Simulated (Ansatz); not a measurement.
## How Cr stores the work of compression

Computed with DFT PBEsol, scalar-relativistic, plane waves, PAW (Ansatz). (420 eV cutoff, 20×20×20 k-mesh, Gaussian smearing of 0.10 eV, no spin polarisation)

The relaxed crystal:

```
Cr
1.0
    -1.40709    1.40709    1.40709
     1.40709   -1.40709    1.40709
     1.40709    1.40709   -1.40709
Cr
1
Direct
  0.00000 0.00000 0.00000
```

Cell and atoms were relaxed at each target pressure within the start's symmetry (Im-3m), at zero temperature; other phases can be more stable under pressure. H = E + PV with P the target; E is the free energy at the smearing used, whose derivative the pressure is, per atom and counted from zero pressure. Spin polarisation was left out, and a magnetic state may lie lower. The mesh named is that at zero pressure; some other pressures ran on another.

```tsv
P (GPa)	V (Å³/atom)	E − E0 (meV)	H − H0 (meV)
0	11.143	0.0	0.0
1	11.104	0.1	69.4
4	10.990	1.9	276.3
12	10.715	15.5	818.1
25	10.333	59.2	1671.6
50	9.747	197.8	3239.6
90	9.049	498.0	5581.3
```

Thermodynamics gives dH/dP = V along a relaxed path. Integrate V over P by the trapezoid rule and compare with the computed enthalpies.

With 1 eV/Å³ = 160.22 GPa, each step adds the mean volume times ΔP / 160.22:
| P (GPa) | ∫V dP (meV) | H − H0 (meV) | difference (meV) |
| --- | --- | --- | --- |
| 1 | 69.4 | 69.4 | 0.0 |
| 4 | 276.3 | 276.3 | 0.0 |
| 12 | 818.2 | 818.1 | 0.1 |
| 25 | 1672.1 | 1671.6 | 0.5 |
| 50 | 3238.7 | 3239.6 | -0.9 |
| 90 | 5585.1 | 5581.3 | 3.7 |

V(P) curves upward, so the trapezoid rule runs high; integrating a smooth curve through the same points (P as a polynomial of degree 4 in ln V) puts that excess at about 7.3 meV at 90 GPa, against the 3.7 meV found. What is left comes from the shape of V(P) between points this far apart, and from the mesh, the smearing and the stress tolerance.

At 90 GPa, how much of the enthalpy change is stored energy and how much is the PV term?

E rises by 498 meV/atom and PV is 90 × 9.049 / 160.22 = 5083 meV/atom, so PV makes 91 % of ΔH. So between rival structures at high pressure a small difference in volume can outweigh the difference in energy: 1 % of this volume is worth 50.8 meV/atom at this pressure.

What bulk modulus do the lowest pressures give?

From the pressures that the runs reached, -1.00 GPa (11.183 Å³) and 1.01 GPa (11.104 Å³), B = −ΔP/Δln V = 2.01 / 0.0071 = 282 GPa, a mean over that range.